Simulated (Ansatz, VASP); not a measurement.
**One calculation of MgI2, two programs**

INCAR

```
SYSTEM = MgI2
PREC     = Accurate       ! precision mode
ENCUT    = 520            ! plane-wave cutoff, eV
EDIFF    = 1E-7           ! SCF threshold, eV
ISMEAR   = 0              ! smearing method
SIGMA    = 0.02           ! smearing width, eV
LREAL    = .FALSE.        ! projectors in reciprocal space
LASPH    = .TRUE.         ! aspherical terms in the spheres
NELM     = 60             ! most SCF steps
ALGO     = Normal         ! electronic algorithm
ISIF     = 2              ! what is computed and relaxed
LWAVE    = .FALSE.        ! write WAVECAR
LCHARG   = .TRUE.         ! write CHGCAR
GGA      = PS             ! functional
LELF     = .TRUE.         ! ELF
LVHAR    = .TRUE.       
NBANDS   = 15             ! bands
```

The input KPOINTS:

```
Automatic mesh
0
G
  6 6 4
  0 0 0
```

Contents of POSCAR:

```
MgI2
1.0
    4.1459337473      0.0000000000      0.0000000000
   -2.0729668736      3.5904839475      0.0000000000
    0.0000000000      0.0000000000      6.7082401670
Mg I
1 2
Direct
    0.0000000000      0.0000000000      0.0000000000
    0.3333333363      0.6666666637      0.7536809545
    0.6666666637      0.3333333363      0.2463190455
```

Input for Ansatz:

```yaml
crystal:
  lattice:
    - [4.1459337473, 0.0, 0.0]
    - [-2.0729668736, 3.5904839475, 0.0]
    - [0.0, 0.0, 6.708240167]
  atoms:
    - { symbol: Mg, position: [0.0, 0.0, 0.0] }
    - { symbol: I, position: [0.3333333363, 0.6666666637, 0.7536809545] }
    - { symbol: I, position: [0.6666666637, 0.3333333363, 0.2463190455] }
basis:
  ecutwfc: 420
kpoints:
  mp_grid: { grid: [6, 6, 4] }
  band_path: { path: [VBM, CBM], npoints: 2 }
hamiltonian:
  xc: pbesol
scf:
  occupations: { method: gaussian, width: 0.02 }
output:
  forces: true
  stress: true
  eigenvalues: true
checkpoint:
  read: start.run
  write: ck
  compress: false
  write_wavefunctions: false
  write_every: 100000
```

Alike in both runs: task single point; functional PBEsol; k mesh 6 × 6 × 4; occupations gaussian, width 0.02 eV; no spin polarisation.

|  | VASP | Ansatz |
| --- | --- | --- |
| version | VASP 6.6.1 | Ansatz 0.2.0 |
| potentials or method | VASP PAW PBE potentials, release 64 (Mg, I) | scalar-relativistic, plane waves, PAW |
| plane-wave cutoff (eV) | 520 | 420 |
| valence electrons in the cell | 16 | 44 |

```tsv
	VASP	Ansatz	Ansatz less VASP
gap on the k mesh at the Fermi level (eV)	3.34	3.36	+0.015
least direct gap on the mesh (eV)	3.50	3.51	+0.010
pressure (GPa)	0.2	0.2	+0.03
largest component of the traceless stress (GPa)	0.43	0.43	-0.005
```

The functional is the same, so the differences come from potentials, cutoffs and numerics. The two sets of potentials don't hold the same shells in valence.

Caveats: the PAW data sets were made with another functional, which shifts forces and pressure a little (VASP); spin-orbit coupling is left out, which moves the levels of the heavy elements; this functional lacks dispersion, which binds the layers, so the pressure and a relaxed spacing across them are unreliable. A k mesh can miss the band edges. As with any semilocal functional, this PBEsol gap is likely too small.
